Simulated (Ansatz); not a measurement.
# Si (Fd-3m): the equilibrium volume

At what volume is Si (Fd-3m) free of pressure?

Program: Ansatz 0.2.0. Level of theory: DFT PBE, scalar-relativistic, plane waves, PAW. These are calculated values, not measurements.

2 further runs of the same task are left out: 2 set aside as unsound or not needed.

## (1) The structure to begin with

It takes space group Fd-3m (No. 227, cubic). The conventional cell has a = 5.444 Å, b = 5.444 Å, c = 5.444 Å, α = 90.00°, β = 90.00°, γ = 90.00°. Si (site symmetry -43m) is surrounded by 4 Si at 2.36 Å.

Structure file:

```cif
data_structure
_symmetry_space_group_name_H-M 'Fd-3m:1'
_symmetry_Int_Tables_number 227
_cell_length_a 5.4437
_cell_length_b 5.4437
_cell_length_c 5.4437
_cell_angle_alpha 90.000
_cell_angle_beta 90.000
_cell_angle_gamma 90.000
_cell_volume 161.32
loop_
_atom_site_label
_atom_site_type_symbol
_atom_site_symmetry_multiplicity
_atom_site_Wyckoff_symbol
_atom_site_fract_x
_atom_site_fract_y
_atom_site_fract_z
_atom_site_occupancy
Si1 Si 8 b 0.25000 0.75000 0.25000 1
```

## (2) The first run (PBE, 6×6×6 mesh)

input.yaml

```yaml
crystal:
  lattice:
    - [0.0, 2.7218511865, 2.7218511865]
    - [2.7218511865, 0.0, 2.7218511865]
    - [2.7218511865, 2.7218511865, 0.0]
  atoms:
    - { symbol: Si, position: [0.25, 0.25, 0.25] }
    - { symbol: Si, position: [0.0, 0.0, 0.0] }
basis:
  ecutwfc: 420
kpoints:
  mp_grid: { grid: [6, 6, 6] }
hamiltonian:
  xc: pbe
scf:
  occupations: { method: gaussian, width: 0.1 }
output:
  forces: true
  stress: true
  eigenvalues: true
```

Run with:

```
$ ansatz run input.yaml --threads 8 --pin off --max-ram 16384MiB --backend cpu --events-out ev --progress --plain --runs-dir out
```

What it wrote, cut to the lines that bear on the results:

```text
Warning: RAYON_NUM_THREADS=8 ignored (pool sized by the plan → 8); use --threads N
[...]
Pseudopotentials: kind: paw
Pseudopotential: Si, paw, valence charge 4, recommended cutoff 420 eV (normal), Si.paw.azcp
Functional definition: PBE
[...]
Crystal: 2 atoms, lattice volume = 40.330 Å³
Basis set: ecut = 420 eV, 749 PW (Γ), exchange–correlation on 54×54×54 points (8 copies of the dense FFT grid, shifted against one another)
Bands: 8, of which v1, the nominal top of the filled ones, is band 4 counted from 1 (3 counted from 0)
Symmetry: 48 space group operations
Space group: Fd-3m (ITA 227), of the structure as read, at distance tolerance 3.4e-5 Å
k-points: 16 of 216
[...]
SCF iter   1: F=—  HF=-1271.593688 eV  |F-HF|=—  |Δ(HF+E_count)|=         —  Δρ=8.99e-4  dr2=1.64e-4  ethr=1.77e-3  ⟨swp⟩=5.5  Hψ=1085  notcnv=0
[...]
SCF iter   6: F=-1271.594045 eV  HF=-1271.594045 eV  |F-HF|=9.09e-13  |Δ(HF+E_count)|=  8.74e-10  Δρ=9.10e-8  dr2=2.01e-12  ethr=3.50e-12  ⟨swp⟩=1.0  Hψ=384  notcnv=0
[...]
SCF converged after 6 iterations
Free energy (F): -1271.594045 eV
[...]
E sigma→0 (E₀):  -1271.594045 eV
Fermi energy:    6.515569 eV
[...]
--- Forces (eV/Å), atoms counted from 1 ---
  atom   1  Si    -0.00000000     0.00000000    -0.00000000
  atom   2  Si    -0.00000000    -0.00000000     0.00000000
[...]
--- Stress (GPa, compression-positive) ---
        1.405458      -0.000000       0.000000
       -0.000000       1.405458      -0.000000
       -0.000000       0.000000       1.405458
  P = ⅓ Tr σ = 1.4055 GPa (14.055 kbar)
--- Band table (eV; the first three rows and the last of 16) ---
  k-point 0: bands = ["-5.7515", "6.1624", "6.1624", "6.1624", "8.7170", "8.7170", "8.7170", "9.4446"]
[...]
```

It took 0.24 s on 8 threads of Arm Neoverse V1, shared host; peak memory 0.27 GiB.

Result: volume 20.165 Å³/atom, pressure 1.41 GPa, gap on the mesh 0.72 eV.

## (3) Relaxing cell and atoms

input.yaml, as its differences from that of step 2:

```diff
@@ -11,3 +11,3 @@
 kpoints:
-  mp_grid: { grid: [6, 6, 6] }
+  mp_grid: { grid: [8, 8, 8] }
 hamiltonian:
@@ -15,3 +15,3 @@
 scf:
-  occupations: { method: gaussian, width: 0.1 }
+  occupations: { method: gaussian, width: 0.02 }
 output:
@@ -20 +20,10 @@
   eigenvalues: true
+  write_density: true
+  write_potential: true
+  elf: true
+  volumetric_format: npy
+relax:
+  adjacent_minimum: "off"
+  f_tol: 0.005
+  max_steps: 80
+  cell: { stress_tol: 0.05 }
```

Run with:

```
$ ansatz run input.yaml --threads 8 --pin off --max-ram 16384MiB --backend cpu --events-out ev --progress --plain --runs-dir out
```

What it wrote:

```text
Warning: RAYON_NUM_THREADS=8 ignored (pool sized by the plan → 8); use --threads N
Engine: ansatz 0.2.0, aarch64-unknown-linux-gnu
[... 3 set-up lines as earlier in the session ...]
  parameter kappa = 0.804
  parameter beta = 0.06672455060314922
  exchange = pbe_x(kappa = kappa, mu = beta*pi^2/3)
  correlation = pbe_c(beta = beta)
Crystal: 2 atoms, lattice volume = 40.330 Å³
Basis set: ecut = 420 eV, 749 PW (Γ), exchange–correlation on 54×54×54 points (8 copies of the dense FFT grid, shifted against one another)
Bands: 8, of which v1, the nominal top of the filled ones, is band 4 counted from 1 (3 counted from 0)
[... 2 set-up lines as earlier in the session ...]
k-points: 29 of 512
Non-local potential: Si, projectors of the file, l = 0: 2, l = 1: 2, l = 2: 2
PAW form: soft (Blöchl's): semilocal exchange-correlation on the pseudo side does not see the compensation charge
PAW one-centre angular grid: Si, 110 points (default); XC on 64 Gauss nodes
Initial density: superposition of atomic densities (neutral atoms: chi_scale 0, normalization atom), corrected by the library's trained network
Initial wavefunctions: pseudopotential atomic-orbital guess
Functional: x = pbe(κ = 0.804, μ = 0.2195149727645171), c = pbe(β = 0.06672455060314922)
SCF iter   1: F=—  HF=-1271.613626 eV  |F-HF|=—  |Δ(HF+E_count)|=         —  Δρ=1.14e-3  dr2=2.89e-4  ethr=1.77e-3  ⟨swp⟩=6.3  Hψ=2091  notcnv=0
preconditioner: auto → none  [insulator: Δε(μ)=0.625 eV  Ē_g=9.448 eV  σ=0.020 eV  W_gap=1.00  n_scr=8 (ndim 8)  ℏωp=16.5 eV  f_vac=0.000  D(μ)=0.00/eV (n_scr^D=0)  ε∞_Penn≈4.1]
SCF iter   2: F=—  HF=-1271.613987 eV  |F-HF|=—  |Δ(HF+E_count)|=   3.60e-4  Δρ=4.77e-4  dr2=4.70e-5  ethr=3.62e-6  ⟨swp⟩=2.1  Hψ=604  notcnv=0
SCF iter   3: F=—  HF=-1271.614035 eV  |F-HF|=—  |Δ(HF+E_count)|=   4.80e-5  Δρ=9.17e-5  dr2=2.14e-6  ethr=5.87e-7  ⟨swp⟩=2.1  Hψ=348  notcnv=0
SCF iter   4: F=—  HF=-1271.614036 eV  |F-HF|=—  |Δ(HF+E_count)|=   1.34e-6  Δρ=1.95e-5  dr2=1.16e-7  ethr=2.68e-8  ⟨swp⟩=2.0  Hψ=348  notcnv=0
iter 5 did not close the SCF: its close was put off for the readings that it lacked (scf_convergence_deferred on its scf_iter line)
SCF iter   5: F=-1271.614036 eV  HF=-1271.614036 eV  |F-HF|=7.77e-10  |Δ(HF+E_count)|=   2.76e-8  Δρ=2.39e-6  dr2=1.05e-9  ethr=1.44e-9  ⟨swp⟩=2.0  Hψ=348  notcnv=0
SCF iter   6: F=-1271.614036 eV  HF=-1271.614036 eV  |F-HF|=3.18e-12  |Δ(HF+E_count)|=  9.97e-10  Δρ=2.96e-7  dr2=2.26e-11  ethr=1.31e-11  ⟨swp⟩=4.2  Hψ=1061  notcnv=0
SCF 1 converged in 6 iterations: F = -1271.614036 eV  dr2 = 2.26e-11
relax step   1: F+E_penalty+E_count = -1271.61403627 eV  Δ(F+E_penalty+E_count) = +0.000e0 eV  max|allowed force component| = 9.252e-18 eV/Å  Δτ_max = 0.0000 Å  P = +1.343 GPa  Ω = 40.330 Å³  (6 SCF iters, dr2 threshold 1.00e-7 eV, accepted)
Crystal: 2 atoms, lattice volume = 40.778 Å³
Basis set: ecut = 420 eV, 821 PW (Γ), exchange–correlation on 54×54×54 points (8 copies of the dense FFT grid, shifted against one another)
Initial density: handed on by an earlier stage of this run
Initial wavefunctions: those handed on with the density
iter 1 solved again at ethr=2.78e-6 eV; its pass at ethr=3.10e-3 eV (dr2=2.22e-4 eV) is discarded
SCF iter   1: F=—  HF=-1271.616346 eV  |F-HF|=—  |Δ(HF+E_count)|=         —  Δρ=6.31e-4  dr2=2.29e-4  ethr=2.78e-6  ⟨swp⟩=2.6  Hψ=2146  notcnv=0
preconditioner: auto → none  [insulator: Δε(μ)=0.638 eV  Ē_g=9.393 eV  σ=0.020 eV  W_gap=1.00  n_scr=8 (ndim 8)  ℏωp=16.4 eV  f_vac=0.000  D(μ)=0.00/eV (n_scr^D=0)  ε∞_Penn≈4.1]
SCF iter   2: F=—  HF=-1271.616287 eV  |F-HF|=—  |Δ(HF+E_count)|=   5.91e-5  Δρ=2.52e-4  dr2=3.24e-5  ethr=2.78e-6  ⟨swp⟩=1.2  Hψ=250  notcnv=0
SCF iter   3: F=—  HF=-1271.616284 eV  |F-HF|=—  |Δ(HF+E_count)|=   3.18e-6  Δρ=2.76e-5  dr2=2.28e-7  ethr=4.05e-7  ⟨swp⟩=2.1  Hψ=348  notcnv=0
SCF iter   4: F=-1271.616284 eV  HF=-1271.616284 eV  |F-HF|=5.89e-9  |Δ(HF+E_count)|=   2.35e-7  Δρ=2.94e-6  dr2=2.66e-9  ethr=2.50e-9  ⟨swp⟩=9.0  Hψ=1675  notcnv=0
SCF 2 converged in 4 iterations: F = -1271.616284 eV  dr2 = 2.66e-9
relax step   2: F+E_penalty+E_count = -1271.61628412 eV  Δ(F+E_penalty+E_count) = -2.248e-3 eV  max|allowed force component| = 6.014e-17 eV/Å  Δτ_max = 0.0000 Å  P = +0.318 GPa  Ω = 40.778 Å³  energy of the carried Pulay correction = -6.220e-5 eV  (4 SCF iters, dr2 threshold 2.00e-7 eV, accepted)
Crystal: 2 atoms, lattice volume = 40.919 Å³
iter 1 solved again at ethr=2.69e-7 eV; its pass at ethr=3.10e-3 eV (dr2=2.15e-5 eV) is discarded
SCF iter   1: F=—  HF=-1271.616410 eV  |F-HF|=—  |Δ(HF+E_count)|=         —  Δρ=1.96e-4  dr2=2.23e-5  ethr=2.69e-7  ⟨swp⟩=2.2  Hψ=2105  notcnv=0
preconditioner: auto → none  [insulator: Δε(μ)=0.647 eV  Ē_g=9.377 eV  σ=0.020 eV  W_gap=1.00  n_scr=8 (ndim 8)  ℏωp=16.4 eV  f_vac=0.000  D(μ)=0.00/eV (n_scr^D=0)  ε∞_Penn≈4.1]
SCF iter   2: F=—  HF=-1271.616408 eV  |F-HF|=—  |Δ(HF+E_count)|=   1.42e-6  Δρ=7.86e-5  dr2=3.19e-6  ethr=2.69e-7  ⟨swp⟩=1.4  Hψ=264  notcnv=0
SCF iter   3: F=-1271.616408 eV  HF=-1271.616408 eV  |F-HF|=2.20e-8  |Δ(HF+E_count)|=   4.74e-7  Δρ=9.05e-6  dr2=2.43e-8  ethr=2.50e-9  ⟨swp⟩=6.3  Hψ=1339  notcnv=0
SCF 3 converged in 3 iterations: F = -1271.616408 eV  dr2 = 2.43e-8
relax step   3: F+E_penalty+E_count = -1271.61640766 eV  Δ(F+E_penalty+E_count) = -1.235e-4 eV  max|allowed force component| = 1.110e-16 eV/Å  Δτ_max = 0.0000 Å  P = +0.007 GPa  Ω = 40.919 Å³  energy of the carried Pulay correction = -8.164e-5 eV  (3 SCF iters, dr2 threshold 2.00e-7 eV, accepted)
Initial wavefunctions: pseudopotential atomic-orbital guess (no wavefunctions were taken with the density)
iter 1 solved again at ethr=1.03e-7 eV; its pass at ethr=3.10e-3 eV (dr2=8.22e-6 eV) is discarded
SCF iter   1: F=—  HF=-1271.616492 eV  |F-HF|=—  |Δ(HF+E_count)|=         —  Δρ=1.32e-5  dr2=2.81e-8  ethr=1.03e-7  ⟨swp⟩=3.0  Hψ=2807  notcnv=0
preconditioner: auto → none  [insulator: Δε(μ)=0.649 eV  Ē_g=9.378 eV  σ=0.020 eV  W_gap=1.00  n_scr=8 (ndim 8)  ℏωp=16.4 eV  f_vac=0.000  D(μ)=0.00/eV (n_scr^D=0)  ε∞_Penn≈4.1]
SCF iter   2: F=—  HF=-1271.616497 eV  |F-HF|=—  |Δ(HF+E_count)|=   4.83e-6  Δρ=6.81e-6  dr2=7.66e-9  ethr=3.51e-10  ⟨swp⟩=2.3  Hψ=352  notcnv=0
SCF iter   3: F=—  HF=-1271.616497 eV  |F-HF|=—  |Δ(HF+E_count)|=   4.30e-8  Δρ=3.96e-7  dr2=7.42e-11  ethr=9.58e-11  ⟨swp⟩=2.2  Hψ=345  notcnv=0
SCF iter   4: F=-1271.616497 eV  HF=-1271.616497 eV  |F-HF|=5.23e-12  |Δ(HF+E_count)|=  3.91e-11  Δρ=8.13e-8  dr2=1.01e-12  ethr=1.00e-12  ⟨swp⟩=5.9  Hψ=898  notcnv=0
SCF 4 converged in 4 iterations: F = -1271.616497 eV  dr2 = 1.01e-12
relax step   4: F+E_penalty+E_count = -1271.61649663 eV  Δ(F+E_penalty+E_count) = -8.897e-5 eV  max|allowed force component| = 9.252e-17 eV/Å  Δτ_max = 0.0000 Å  P = +0.012 GPa  Ω = 40.919 Å³  stress off target by 1.15e-2 GPa  SCF on the basis re-selected at this cell (its energy is not comparable with the rows above)  (4 SCF iters)
basis re-selected at this cell: Δ(F+E_penalty+E_count) = -8.897e-5 eV, ΔP = +0.004 GPa vs the last step (what re-selecting the basis moved, of the pressure what is left beyond the Pulay correction that the steps carried, after the strain that the cell walked since its last selection, with what the two solves' SCF thresholds leave and, on support functions, any second-order correction that the steps lacked; it is no measure of the basis error at this ecutwfc). This SCF's stress stands 1.15e-2 GPa from its target on what of the cell is left free (relax.cell.stress_tol is 5.00e-2 GPa) and its largest allowed force component is 9.25e-17 eV/Å (relax.f_tol is 5.00e-3 eV/Å): within both
SCF converged after 4 iterations
Free energy (F): -1271.616497 eV
Harris-Foulkes:  -1271.616497 eV  (|F-HF|=5.23e-12)
Internal energy: -1271.616497 eV  (E = F + TS)
E sigma→0 (E₀):  -1271.616497 eV
Fermi energy:    6.329240 eV
--- Per-component energies (eV) ---
  E_band       = 8.031167
  E_kinetic    = 80.156527
  E_local      = -56.161359  (includes V_loc(G=0)·N_el)
  E_nonlocal   = 51.743673
  E_hartree    = 15.187322
  E_xc         = -110.122673
  E_vxc        = -93.154806  (∫ρ·V_xc dr)
  E_paw        = -1025.533991  (= ΣΔE_a)
  E_vpaw       = -4.927528  (= ΣTr[D̂ρ^β])
  E_aug_tail   = 0.000013  (compensation charges beyond the density's cutoff)
  E_ewald      = -226.886008
  E_smearing   = -0.000000  (= −TS)
  E_closure    = -0.000000  (closes the sum)
  Σ components = -1271.616497   (vs F -1271.616497, Δ=0.00e0)
--- Forces (eV/Å), atoms counted from 1 ---
  atom   1  Si     0.00000000     0.00000000     0.00000000
  atom   2  Si    -0.00000000    -0.00000000    -0.00000000
  max |Σ_I F_I| component: 1.85e-17 eV/Å
--- Stress (GPa, compression-positive) ---
        0.011550      -0.000000       0.000000
        0.000000       0.011550      -0.000000
        0.000000      -0.000000       0.011550
  P = ⅓ Tr σ = 0.0115 GPa (0.115 kbar)
--- Band table (eV; the first three rows and the last of 29) ---
  k-point 0: bands = ["-5.8086", "6.0052", "6.0052", "6.0052", "8.5564", "8.5564", "8.5564", "9.1216"]
  k-point 1: bands = ["-5.6083", "4.4126", "5.7223", "5.7223", "8.4404", "8.9720", "8.9720", "10.5251"]
  k-point 2: bands = ["-5.0242", "2.1175", "5.2593", "5.2593", "7.9566", "9.4903", "9.4903", "12.7442"]
  k-point 28: bands = ["-1.5884", "-1.5884", "2.2449", "2.2449", "10.2743", "10.2743", "10.9285", "10.9285"]
--- Relaxed structure (3 steps of the walk, 3 accepted, 1 SCFs on fresh bases) ---
  F+E_penalty+E_count = -1271.61649663 eV   max|allowed force component| = 9.252e-17 eV/Å   (the final SCF, on the basis selected at the relaxed cell)
  cell:  # Å, volume = 40.9189 Å³
    - [7.133520846053827e-34, 2.735046823700281, 2.735046823700281]
    - [2.735046823700281, 8.152595252632943e-34, 2.735046823700281]
    - [2.735046823700281, 2.735046823700281, 5.095372032895588e-35]
  atoms:
    - { symbol: Si, position: [0.25, 0.25, 0.25] }
    - { symbol: Si, position: [2.06377765948059e-35, -2.3586030394063887e-35, 5.896507598515972e-36] }
```

Wall time 0.82 s (8 threads of Arm Neoverse V1, shared host); peak memory 0.31 GiB.

The steps of the relaxation:

```
step  energy from step 1 (meV/atom)  largest force component (eV/Å)  pressure (GPa)  volume (Å³/atom)
   1                            0.0                           0.000            1.34            20.165
   2                           -1.1                           0.000            0.32            20.389
   3                           -1.2                           0.000            0.01            20.459
   4                           -1.2                           0.000            0.01            20.459
```

Step 1 is the start. Step 4 repeats the geometry before it on a plane-wave basis chosen anew for the final cell, which leaves the energy as it was. The run keeps the 48 symmetry operations that it found, so it can't reach a distortion that breaks them.

In short: volume 20.459 Å³/atom, pressure 0.01 GPa, gap on the mesh 0.65 eV.

## (4) The cell, before and after

The cell before and after:

| cell as typed | before | after | change |
| --- | --- | --- | --- |
| a (Å) | 3.849 | 3.868 | +0.5 % |
| b (Å) | 3.849 | 3.868 | +0.5 % |
| c (Å) | 3.849 | 3.868 | +0.5 % |
| volume (Å³/atom) | 20.165 | 20.459 | +1.5 % |
| shortest distance (Å) | 2.357 | 2.369 | +0.5 % |
| space group | Fd-3m | Fd-3m | same |

## (5) Results

```
         quantity                                                                      value
           volume                                                             20.459 Å³/atom
         pressure                                                                   0.01 GPa
conventional cell  a = 5.470 Å, b = 5.470 Å, c = 5.470 Å, α = 90.00°, β = 90.00°, γ = 90.00°
  gap on the mesh                                                                    0.65 eV
```

**Reading.** Over the 2 runs shown the cell moved from 20.16 to 20.46 Å³/atom, a change of +1.5 %, where the pressure is zero within 0.01 GPa.

The gaps are Kohn-Sham values of a semilocal functional, not quasiparticle or optical gaps. Such gaps usually fall short of the measured ones.
